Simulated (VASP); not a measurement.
ZrS2:

```
Zr S
1.0
     3.69138    0.00000    0.00000
    -1.84569    3.19683    0.00000
     0.00000    0.00000    6.04108
Zr S
1 2
Cartesian
  0.0000 0.0000 0.0000
  1.8457 1.0656 4.6038
  0.0000 2.1312 1.4372
```

The cell is a database's computed one.

| Property | Result |
| --- | --- |
| Program | VASP 6.6.1 |
| Task | relaxation of cell and atoms |
| Functional | rev-vdW-DF2 |
| Potentials or basis | VASP PAW PBE potentials, release 64 (Zr_sv, S) |
| Cutoff | 600 eV |
| k mesh | 9 × 9 × 5 |
| Occupations | gaussian, width 0.03 eV |
| Spin | no spin polarisation |

At the start: pressure -0.9 GPa; volume 23.76 Å³/atom.

Task: Where does the relaxation end?

Result: Over 12 steps the energy falls by 6.6 meV/atom and the volume is 22.43 Å³/atom (-5.6 %); space group P-3m1 (No. 164, to 0.05 Å).

The path:
```csv
step,energy change (eV),largest force (eV/Å),pressure (GPa),volume (Å³)
1,0.0000,0.1238,-0.94,71.29
2,-0.0044,0.2737,0.67,69.85
3,-0.0046,0.2443,0.36,70.13
4,-0.0092,0.1120,0.03,69.80
5,-0.0099,0.0341,-0.16,69.61
6,-0.0127,0.0296,-0.14,69.22
7,-0.0185,0.0170,-0.06,68.06
8,-0.0144,0.0248,0.36,65.73
9,-0.0198,0.0187,0.11,67.32
10,-0.0198,0.0174,0.12,67.22
11,-0.0193,0.0672,-0.50,67.52
12,-0.0199,0.0002,0.00,67.28
```

Final structure:
```
CELL_PARAMETERS angstrom
3.65465 0.00000 0.00000
-1.82732 3.16502 0.00000
0.00000 0.00000 5.81666
ATOMIC_POSITIONS crystal
Zr 0.00000 0.00000 0.00000
S 0.66667 0.33333 0.74894
S 0.33333 0.66667 0.25106
```

Caveat: the PAW data sets were made with another functional, which shifts forces and pressure a little.
